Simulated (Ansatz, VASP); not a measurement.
# HfC in VASP and in Ansatz

INCAR

```
SYSTEM = HfC
PREC = Accurate
ENCUT = 520
EDIFF = 1E-6
ISMEAR = -1
SIGMA = 0.05
LREAL = .FALSE.
LASPH = .TRUE.
NELM = 60
ALGO = Normal
ISIF = 2
LWAVE = .FALSE.
LCHARG = .FALSE.
GGA = PE
NBANDS = 14
```

File KPOINTS:

```
Automatic mesh
0
G
  15 15 15
  0 0 0
```

File POSCAR:

```
HfC
1.0
   -0.0697500000      2.2901250000      2.2901250000
    2.2901250000     -0.0697500000      2.2901250000
    2.2901250000      2.2901250000     -0.0697500000
Hf C
1 1
Direct
    0.5000000000      0.5000000000      0.5000000000
    0.0000000000      0.0000000000      0.0000000000
```

Input for Ansatz:

```yaml
crystal:
  lattice:
    - [-0.06975, 2.290125, 2.290125]
    - [2.290125, -0.06975, 2.290125]
    - [2.290125, 2.290125, -0.06975]
  atoms:
    - { symbol: Hf, position: [0.5, 0.5, 0.5] }
    - { symbol: C, position: [0.0, 0.0, 0.0] }
kpoints:
  mp_grid: { grid: [15, 15, 15] }
  band_path:
    path:
      - [0.0, 0.0, 0.0]
      - [0.5, 0.5, 0.5]
      - [0.2579113083, 0.5, 0.7420886917]
      - [-0.2579113083, 0.2579113083, 0.5]
      - [0.0, 0.0, 0.5]
      - [0.0, 0.0, 0.0]
      - [-0.3789556542, 0.0, 0.3789556542]
      - [0.0, 0.3789556542, 0.6210443458]
      - [0.0, 0.5, 0.5]
    npoints: 5
scf:
  occupations: { method: fermi_dirac, width: 0.05 }
hamiltonian:
  xc: pbe
  pseudopotentials: { kind: all_electron, lapw: { basis_error: 0.001 } }
output:
  forces: true
  stress: true
  eigenvalues: true
```

Change from the starting cell: equal xy, yz and zx shear strains of -3 %.

Alike in both runs: task single point; functional PBE; k mesh 15 × 15 × 15; occupations fermi-dirac, width 0.05 eV; no spin polarisation.

```csv
,VASP,Ansatz
version,VASP 6.6.1,Ansatz 0.2.0
potentials or method,"VASP PAW PBE potentials, release 64 (Hf_pv, C)","all-electron LAPW, scalar-relativistic"
plane-wave cutoff (eV),520,see its input
```

VASP gave:

| Property | Result |
| --- | --- |
| pressure (GPa) | -0.3 |
| largest component of the traceless stress (GPa) | 4.83 |

Problem. Which values does Ansatz return?

Solution. Pressure (GPa): 0.4; largest component of the traceless stress (GPa): 4.82.

Ansatz ran all-electron here, so the differences hold the error of VASP's frozen core and of both bases.

Spin-orbit coupling is left out, which matters for the levels of Hf.
